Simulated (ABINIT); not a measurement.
Runs of ABINIT 10.8.3 (patched build) on CsPbCl3. It takes space group Pm-3m (No. 221, cubic). Conventional cell: a = 5.605 Å, b = 5.605 Å, c = 5.605 Å, α = 90.00°, β = 90.00°, γ = 90.00°. Pb (site symmetry m-3m) has 6 Cl at 2.80 Å as nearest neighbours. Cs (site symmetry m-3m) has 12 Cl at 3.96 Å as nearest neighbours. Around Cl (site symmetry 4/mmm) lie 2 Pb at 2.80 Å. 

```csv
task,level,potentials or basis,cell,k mesh,cutoff (eV),smearing,bands in the sums,broadening (eV),scissor shift (eV),tensor components,cutoff of the screening (Ha),mesh quality,gap on the mesh (eV),pressure (GPa)
optical spectrum,PBEsol,PseudoDojo NC SR PBEsol v0.4.1 standard,as given,"6 × 6 × 6, shifted",680,fixed,30,0.15,0,[11],-,not flagged,-,0.1
single point,LDA,PseudoDojo NC SR LDA v0.4.1 standard,as given,4 × 4 × 4,707,fermi-dirac 0.05 eV,-,-,-,-,-,not flagged,1.74,-1.2
single point,PBEsol,PseudoDojo NC SR PBEsol v0.4.1 standard,as given,4 × 4 × 4,680,fermi-dirac 0.05 eV,-,-,-,-,-,not flagged,(b),0.2
single point,LDA,PseudoDojo NC SR LDA v0.4.1 standard,cell relaxed,4 × 4 × 4,762,fermi-dirac 0.05 eV,-,-,-,-,-,not flagged,1.55,0.0
single point,PBE,PseudoDojo NC SR PBE v0.4.1 standard,as given,4 × 4 × 4,707,fermi-dirac 0.05 eV,-,-,-,-,-,not flagged,(c),(a)
effective masses,LDA,PseudoDojo NC SR LDA v0.4.1 standard,cell relaxed at zero pressure by an earlier run,4 × 4 × 4,762,fixed,-,-,-,-,-,not flagged,-,0.0
```

Alike in all rows: no spin polarisation.

Task: Estimate the missing entries.

Result: (a) 1.8; (b) 1.80; (c) 1.93.

Caveats: spin-orbit coupling is left out, which as a rule narrows the gap of such compounds by several tenths of an eV (some runs); the cutoff is short for stress, so the pressure is rough (some runs); spectra need much finer meshes, so this one isn't converged (some runs); independent-particle spectra lack excitons (some runs); the masses are taken at a mesh point that needn't be the band's extremum (some runs).

A k mesh can miss the band edges, and the runs leave out spin-orbit coupling on Cs, Pb.
